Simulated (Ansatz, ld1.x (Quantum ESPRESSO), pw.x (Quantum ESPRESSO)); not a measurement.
**Ca (Z = 20): does the TM potential hold in the solid?**

ld1.x (Quantum ESPRESSO) 7.5 input, shortened:

```
&input
   title='Ca', zed=20., rel=1, dft='PBE', iswitch=3,
   config='[Ar] 3d0 4s1.75 4p0'
 /
 &inputp
   pseudotype=2, tm=.true., lloc=0,
   nlcc=.true., rcore=2.25
 /
3
4P  2  1   0.00   0.00  3.40  3.40  0.0
3D  3  2   0.00   0.00  3.20  3.20  0.0
4S  1  0   1.75   0.00  2.40  2.40  0.0
 &test
   configts(1)='3d0 4s1.75 4p0'
 /
```

Atomic tests: cutoffs needed: 10 Ry and 21 Ry (the cutoffs (Ry, on a coarse ladder) from which the occupation-weighted sum of valence levels, in a spherical-Bessel basis at the reference potential, stays within 10 and 1 mRy of its value at 400 Ry) The cutoffs count occupied waves only; the empty 3d level needs 21 Ry at the loose tolerance.; ghost test: no extra level below or beside the all-electron valence levels (p, d, s, f tested) (spherical-Bessel basis up to 400 Ry, 20 bohr box); largest excitation error: +86 meV (all-electron minus pseudo) for 3d1 4s0 4p0, out of 7 test configurations.

Crystal test: diamond Ca in pw.x 7.5, no spin, 8³ k-points, Fermi–Dirac smearing 0.01 Ry, cutoffs 50/200 Ry. The reference is all-electron LAPW (Ansatz 0.2.0) with the same functional, mesh and smearing; V0 and B0 come from Birch–Murnaghan fits to the pressures at five volumes. Errors are pseudo minus all-electron; Δ is the rms difference of the E(V) curves that follow from these fits, minima aligned, over ±6 % about the mean V0. Mesh and smearing are coarse, so the numbers serve the comparison and aren't converged zero-temperature values; the lattice is a test structure that the element need not adopt.

| V (Å³/atom) | P all-electron (GPa) | P pseudo (GPa) |
| --- | --- | --- |
| 75.454 | 0.23 | 0.22 |
| 77.439 | 0.11 | 0.10 |
| 79.425 | -0.00 | -0.01 |
| 81.411 | -0.10 | -0.11 |
| 83.396 | -0.19 | -0.20 |

All-electron: a0 = 8.595 Å (V0 = 79.37 Å³/atom), B0 = 4.2 GPa.

Pseudopotential: mean pressure error (GPa): -0.01; a0 (Å): 8.590; a0 error (%): -0.06; B0 error (%): +1.1; Δ (meV/atom): 0.1.

At the middle volume, how do free energy and pressure move when the wave cutoff is lowered (ecutrho kept at four times it)?

| cutoff (Ry) | shift of F (meV/atom) | shift of P (GPa) |
| --- | --- | --- |
| 22 | +12.8 | -0.13 |
| 30 | +2.5 | -0.00 |
| 40 | +0.6 | -0.01 |

Input at the middle volume:

```
&control
  calculation='scf', prefix='x', pseudo_dir='./', outdir='./tmp', tstress=.true., disk_io='none'
/
&system
  ibrav=0, nat=2, ntyp=1, ecutwfc=50, ecutrho=200, nbnd=9,
  occupations='smearing', smearing='fd', degauss=0.01
/
&electrons
  conv_thr=1e-09, mixing_beta=0.4, electron_maxstep=70
/
ATOMIC_SPECIES
Ca 1.0 Ca.UPF
CELL_PARAMETERS angstrom
  0.00000000 4.29852121 4.29852121
  4.29852121 0.00000000 4.29852121
  4.29852121 4.29852121 0.00000000
ATOMIC_POSITIONS crystal
Ca 0.0000 0.0000 0.0000
Ca 0.2500 0.2500 0.2500
K_POINTS automatic
8 8 8 0 0 0
```

```bash
pw.x < Ca.scf.in > Ca.scf.out
```

Lines of the output:

```
Message from routine setup:
     using ibrav=0 with symmetry is DISCOURAGED, use correct ibrav instead
     lattice parameter (alat)  =      11.4877  a.u.
     unit-cell volume          =    1071.9729 (a.u.)^3
     number of electrons       =         4.00
     number of Kohn-Sham states=            9
     kinetic-energy cutoff     =      50.0000  Ry
     charge density cutoff     =     200.0000  Ry
     scf convergence threshold =      1.0E-09
     Exchange-correlation= PBE
     number of k points=    29  Fermi-Dirac smearing, width (Ry)=  0.0100
     iteration #  1     ecut=    50.00 Ry     beta= 0.40
     total energy              =      -5.40513688 Ry
     estimated scf accuracy    <       0.00232559 Ry
     iteration #  2     ecut=    50.00 Ry     beta= 0.40
     total energy              =      -5.40646016 Ry
     estimated scf accuracy    <       0.00094712 Ry
     iteration #  3     ecut=    50.00 Ry     beta= 0.40
     total energy              =      -5.40669793 Ry
     estimated scf accuracy    <       0.00000948 Ry
     iteration #  4     ecut=    50.00 Ry     beta= 0.40
     total energy              =      -5.40675487 Ry
     estimated scf accuracy    <       0.00000318 Ry
     iteration #  5     ecut=    50.00 Ry     beta= 0.40
     total energy              =      -5.40675619 Ry
     estimated scf accuracy    <       0.00000080 Ry
     iteration #  6     ecut=    50.00 Ry     beta= 0.40
     total energy              =      -5.40675666 Ry
     estimated scf accuracy    <       0.00000016 Ry
     iteration #  7     ecut=    50.00 Ry     beta= 0.40
     total energy              =      -5.40675682 Ry
     estimated scf accuracy    <          6.4E-09 Ry
     iteration #  8     ecut=    50.00 Ry     beta= 0.40
     total energy              =      -5.40675686 Ry
     estimated scf accuracy    <          1.8E-09 Ry
     iteration #  9     ecut=    50.00 Ry     beta= 0.40
     the Fermi energy is    -0.0206 ev
!    total energy              =      -5.40675687 Ry
     estimated scf accuracy    <          7.1E-11 Ry
     smearing contrib. (-TS)   =      -0.01511844 Ry
     The total energy is F=E-TS. E is the sum of the following terms:
     one-electron contribution =       1.29055888 Ry
     hartree contribution      =       0.09289384 Ry
     xc contribution           =      -4.12248514 Ry
     ewald contribution        =      -2.65260601 Ry
     convergence has been achieved in   9 iterations
          total   stress  (Ry/bohr**3)                   (kbar)     P=       -0.11
     Message from routine punch:
     Nothing written, as per user request (disk_io='none')
```

The run at the middle volume (29 k-points, 9 iterations) took about 39 s on one core of a shared host (Neoverse-V1, 32 threads, 247 GiB, load 15).
